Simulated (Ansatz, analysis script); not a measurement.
Records of electronic-structure calculations.

**Energy of spin spirals in a linear V chain, spacing 2.959 Å**

The cell holds 1 atom: 1 V. Its edges and angles: a = 12.000 Å, b = 12.000 Å, c = 2.959 Å, α = 90.0°, β = 90.0°, γ = 90.0°. An idealised lattice of chosen spacing, in vacuum. Vacuum lies along a and b. The structure's axis is c.

```yaml
method: PBE, PAW set soft_1; spin spirals by the generalised Bloch theorem, no spin–orbit coupling (and 2 further levels or steps)
program: Ansatz 0.2.0 and analysis script 1
settings_of_one_run: cutoff 420 eV, 1×1×36 k-mesh, Fermi-Dirac occupations, smearing width 0.1 eV, cone angle 90 °, wavevectors 10, starting moments 3.19 μB
notes: The fit misses by 0.22 % of the energy range, so the shells describe the path well, though few points can’t fix distant couplings. In a sheet or chain isotropic couplings alone give no order above 0 K (Mermin and Wagner), so the mean-field number is only an energy scale. The cell was taken as built, with atoms unrelaxed. In doubt: the program’s search for lower states was switched off, so a lower magnetic state than those reached may exist.
highest_frozen_magnon_on_the_path: 143 meV
lowest_point_of_the_path: q = 0
highest_point: 144 meV a magnetic atom
j_of_the_nearest_shell: 35.5 meV
mean_field_temperature: 476 K
```

No spiral that was run lies below the ferromagnetic state at q = 0, and winding the moments costs up to 144 meV a magnetic atom. The moments change by at most 4 % from their size at q = 0, so they are nearly rigid.

[Logs and program files are shortened in this print: banners, set-up blocks, solver, clock and traceback lines can be left out without a mark of their own.]

[Logs are printed without paths, hosts, clocks, repeated set-up lines and the standing remarks that a program may print on its own settings, such as how far it seeks lower states.]

[Hosts, paths, dates, database ids (printed as entryN), source tags and the programs' standing remarks are cut or masked in the printed files.]
